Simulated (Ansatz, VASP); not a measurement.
## Two plane-wave programs on Cr

Contents of INCAR:

```
SYSTEM = Cr
PREC = Accurate
ENCUT = 520
EDIFF = 1E-7
ISMEAR = -1
SIGMA = 0.6
LREAL = .False.
LASPH = .True.
NELM = 60
ALGO = Normal
ISIF = 2
LWAVE = .False.
LCHARG = .False.
GGA = PE
NBANDS = 12
```

The input KPOINTS:

```
Automatic mesh
0
Gamma
  15 15 15
  0 0 0
```

Contents of POSCAR:

```
Cr
1.0
   -1.4243177237      1.4243177237      1.4243177237
    1.4243177237     -1.4243177237      1.4243177237
    1.4243177237      1.4243177237     -1.4243177237
Cr
1
Direct
    0.0000000000      0.0000000000      0.0000000000
```

Input for Ansatz:

```yaml
crystal:
  lattice:
    - [-1.4243177237, 1.4243177237, 1.4243177237]
    - [1.4243177237, -1.4243177237, 1.4243177237]
    - [1.4243177237, 1.4243177237, -1.4243177237]
  atoms:
    - { symbol: Cr, position: [0.0, 0.0, 0.0] }
hamiltonian:
  xc: pbe
  pseudopotentials:
    kind: paw
    azcp:
      Cr: "pseudopotentials/Cr.paw.azcp"
basis:
  ecutwfc: 420
  fft_grid_basis: typed
kpoints:
  mp_grid: { grid: [15, 15, 15], shift: [0, 0, 0] }
magnetization:
  spin_polarized: false
scf:
  occupations: { method: fermi_dirac, width: 0.6 }
  lower_state_search: "off"
output:
  stress: true
```

Alike in both runs: task single point; functional PBE; k mesh 15 × 15 × 15; occupations fermi-dirac, width 0.6 eV; no spin polarisation.

|  | VASP | Ansatz |
| --- | --- | --- |
| version | VASP 6.6.1 | Ansatz 0.2.0 |
| potentials or method | VASP PAW PBE potentials, release 64 (Cr_pv) | plane waves (420 eV) with PAW, scalar-relativistic |
| plane-wave cutoff (eV) | 520 | 420 |
| valence electrons in the cell | 12 | 14 |

VASP gave:

| Quantity | Value |
| --- | --- |
| pressure (GPa) | 14.0 |

Problem. Which values does Ansatz return?

Solution. Pressure (GPa): 14.2.

With one functional, cell and mesh, what is left measures potentials, basis and numerics. The two sets of potentials don't hold the same shells in valence.

Caveats: the run has no spin polarisation, though such a crystal can be magnetic. Spin polarisation is off, so any magnetic state and its effect on volume and gap are missing.
